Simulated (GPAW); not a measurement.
CdS (Greenockite): single point with PBE

**Experimental background.**

“Isotope dependence of band-gap energy”, 2008, arxiv:0807.2152 quotes, for a bulk crystal of CdS: band gap 2.5809 ± 0.0002 eV.

CdS (Greenockite):

```
Cd S
1.0
     4.15000    0.00000    0.00000
    -2.07500    3.59401    0.00000
     0.00000    0.00000    6.73700
Cd S
2 2
Direct
  0.66667 0.33333 0.50000
  0.33333 0.66667 0.00000
  0.66667 0.33333 0.87500
  0.33333 0.66667 0.37500
```

```
Program             : GPAW 26.7.0
Task                : single point
Functional          : PBE
Potentials or basis : GPAW PAW data sets (gpaw-data 1.2.1)
Cutoff              : 450 eV
Basis               : pw
k mesh              : 6 × 6 × 3
Occupations         : fermi-dirac, width 0.05 eV
Spin                : no spin polarisation
```

| Quantity | Value |
| --- | --- |
| Pressure | 1.0 GPa |
| Largest force | 0.067 eV/Å |
| Band gap on the k mesh | 1.18 eV, direct |

Forces on the atoms (eV/Å):
```
Cd   0.000  0.000 -0.067
Cd   0.000  0.000 -0.067
S    0.000  0.000  0.067
S    0.000  0.000  0.067
```

Stress tensor (GPa, compression positive):
```
0.79 0.00 0.00
0.00 0.79 0.00
0.00 0.00 1.43
```

Levels at points of the mesh, in eV from the valence-band top:
```tsv
k point	band 16	band 17	band 18	band 19	band 20	band 21
(0.00, 0.00, 0.00)	-0.04	0.00	0.00	1.18	2.77	6.42
(0.50, 0.50, 0.00)	-1.86	-1.29	-0.73	3.69	3.88	5.10
```

It took 21 s on 1 thread of Arm Neoverse V2, on a shared host, peak memory 0.17 GiB.

A measured gap of CdS is 2.5809 eV (quoted in “Isotope dependence of band-gap energy”, 2008, arxiv:0807.2152); the calculated 1.18 eV misses it by -1.40 eV. So large a miss can be the level of theory's own, or it may mean another phase, state or a wrong row. Spin-orbit coupling on Cd is left out. The value is that of PBE, without temperature or zero-point motion. Semilocal functionals fall short of measured gaps as a rule.

Caveat: the cutoff is short for stress and forces, so pressures can be off by a GPa or more.
